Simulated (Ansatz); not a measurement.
## BN: opening a crack plane

BN, P6_3mc, a = 2.544 Å, c = 4.208 Å. This isn't the usual stable structure of the compound. Ansatz: r2SCAN, PAW, 500 eV, Γ-centred 10×10×2 mesh on 12 atoms, Gaussian smearing 0.05 eV; no spin polarisation. One cut on (001) per cell of 12 atoms is opened rigidly by x, between planes of N and B that stand 1.58 Å apart; y is the energy per area (5.605 Å², 1 eV/Å² = 16.02 J/m²).

```tsv
x (Å)	y (J/m²)
0.00	0.000
0.25	1.288
0.50	3.670
0.75	6.114
1.00	?
1.50	11.544
2.00	13.462
3.00	14.826
4.50	15.061
6.00	15.099
```

Question: Fit the universal binding curve y = W[1 − (1 + x/l) e^(−x/l)] to the other rows, give the peak stress, and predict the missing value.

Answer: Least squares gives W = 15.1 J/m² and l = 0.537 Å. The stress dy/dx peaks at x = l with W/(e l) = 103.4 GPa, for rigid faces. At x = 1.00: x/l = 1.862, y = 8.387 J/m². The run gave 8.286 J/m², so the fit is 0.101 J/m² too high, within twice the rms miss on the fitted rows (0.062 J/m²).

Cost: 12 runs of about 2.6 core-minutes in all, on Intel Xeon 6975P-C (Granite Rapids) (shared hosts).